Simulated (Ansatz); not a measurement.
# V in Ansatz: the effect of functional

V:

```xyz
1
Lattice="-1.3777 1.6412 1.6479 1.5050 -1.4913 1.6253 1.2725 1.3861 -1.4980" Properties=species:S:1:pos:R:3 pbc="T T T"
V     0.0000    0.0000    0.0000
```

The cell isn't the ideal one: cell sheared at random, sigma 0.1, atoms nudged by 0.01 Å.

Alike in all runs:

```yaml
Program: Ansatz 0.2.0
Task: band structure
Potentials_or_basis: Ansatz PAW
k_mesh: 6 × 7 × 8
Occupations: fermi-dirac, width 0.05 eV
Spin: collinear spin, ferromagnetic start
Starting_moments: "[2.0] μB"
```

```tsv
functional	cutoff	pressure (GPa)
LDA	420 eV (not typed: the program's choice for these potentials)	-14.1
PBEsol	420 eV (not typed: the program's choice for these potentials)	-8.2
r2SCAN	500 eV (not typed: the program's choice for these potentials)	?
```

What does the run with functional r2SCAN give?

Pressure -4.1 GPa.

Caveats: all runs use coarse meshes; the PAW data sets come from PBE, with cores solved anew for the run's functional, which leaves a small shift of forces and pressure; the starting moments weren't kept; the magnetic or orbital state may not be the lowest (some runs).

Runs at the PBE level aren't shown here.
